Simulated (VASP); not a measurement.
Write the native input for VASP 6.6.1 that does the following.

```yaml
Task: relaxation of cell and atoms
Functional: PBE
Potentials_or_basis: VASP PAW PBE potentials, release 64 (In_d, P)
Cutoff: 600 eV
k_mesh: 8 × 8 × 8
Occupations: gaussian, width 0.03 eV
Spin: no spin polarisation
Further_INCAR_settings: ALGO = Normal; EDIFF = 1e-06; IBRION = 2; EDIFFG = -0.01; NSW = 90; ISIF = 3
```

The structure of InP lies in POSCAR:

```
InP
1.0
    0.0000000000      2.9305000000      2.9305000000
    2.9305000000      0.0000000000      2.9305000000
    2.9305000000      2.9305000000      0.0000000000
In P
1 1
Direct
    0.0000000000      0.0000000000      0.0000000000
    0.2500000000      0.2500000000      0.2500000000
```

One way to write it, as run:

INCAR

```
PREC = Accurate ; ENCUT = 600
EDIFF = 1E-6 ; ISMEAR = 0
SIGMA = 0.03 ; LREAL = False
LASPH = True ; NELM = 80
ALGO = Normal ; ISIF = 3
LWAVE = False ; LCHARG = False
GGA = PE ; IBRION = 2
NSW = 90 ; EDIFFG = -0.01
```

KPOINTS

```
Automatic mesh
0
Gamma
  8 8 8
```

Potentials or basis: VASP PAW PBE potentials, release 64 (In_d, P).

Command:

```sh
$ cat potpaw_PBE.64/In_d/POTCAR potpaw_PBE.64/P/POTCAR > POTCAR
$ mpirun -np 1 vasp_std > vasp.out
```

Results of the run:

```json
{
  "Relaxed volume": "26.44 Å³/atom",
  "Relaxed cell": "a = 4.213 Å, b = 4.213 Å, c = 4.213 Å, α = 60.00°, β = 60.00°, γ = 60.00°",
  "Space group after relaxing (to 0.05 Å)": "F-43m (No. 216)",
  "Energy gained by relaxing": "12.5 meV/atom",
  "Ionic steps": "3",
  "Pressure after relaxing": "0.0 GPa",
  "Band gap on the k mesh": "0.44 eV, direct"
}
```

Caveat: spin-orbit coupling is left out, which moves the levels of the heavy elements.

It took 77 s on 1 thread of Intel(R) Xeon(R) Platinum 8375C CPU @ 2.90GHz (Ice Lake), with other jobs on the host, peak memory 0.22 GiB.
